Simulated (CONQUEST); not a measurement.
## Ga under changes of volume

One of the cells (18.685 Å³/atom); the others are scaled copies at fixed shape and fractional positions:

```
Ga
1.0
     2.90000    0.00000    0.00000
     0.00000    3.17000    0.00000
     0.00000    0.00000    8.13000
Ga
4
Direct
  0.00000 0.75000 0.13300
  0.50000 0.75000 0.63300
  0.00000 0.25000 0.86700
  0.50000 0.25000 0.36700
```

This isn't the form of Ga at room conditions, which is orthorhombic.

```yaml
Program: CONQUEST 1.3
Functional: PBE
Potentials_or_basis: PseudoDojo NC PBE, DZP, grid of 32 × 32 × 80 points
k_mesh: 9 × 8 × 4
Occupations: fermi-dirac, width 0.05 eV
Spin: no spin polarisation
```

```tsv
volume (Å³/atom)	energy over the lowest point (meV/atom)	pressure (GPa)	largest force (eV/Å)
17.564	34.93	6.4	0.198
17.937	21.78	4.9	0.191
18.311	12.48	3.4	0.167
18.685	5.66	2.2	0.161
19.058	?	?	?
19.432	0.00	0.4	0.142
19.806	0.22	-0.6	0.139
```

Task: What does the run at 19.058 Å³/atom give?

Result: Energy over the lowest point 1.77 meV/atom; pressure 1.1 GPa; largest force 0.153 eV/Å.

Worked out: A Birch-Murnaghan fit of order 3 (a polynomial in V^(-2/3)) to the other rows has its minimum at 19.57 Å³/atom with B0 = V·E''(V) = 41 GPa and B' = 6.6 at fixed shape and positions, which overstates the stiffness. It gives 1.75 meV/atom at 19.058 Å³/atom, against the run's 1.77, and -dE/dV = 1.2 GPa, against 1.1.

Energies are extrapolated to zero smearing.

Caveats: the basis of atomic orbitals isn't converged, which shifts pressures, moduli and gaps.
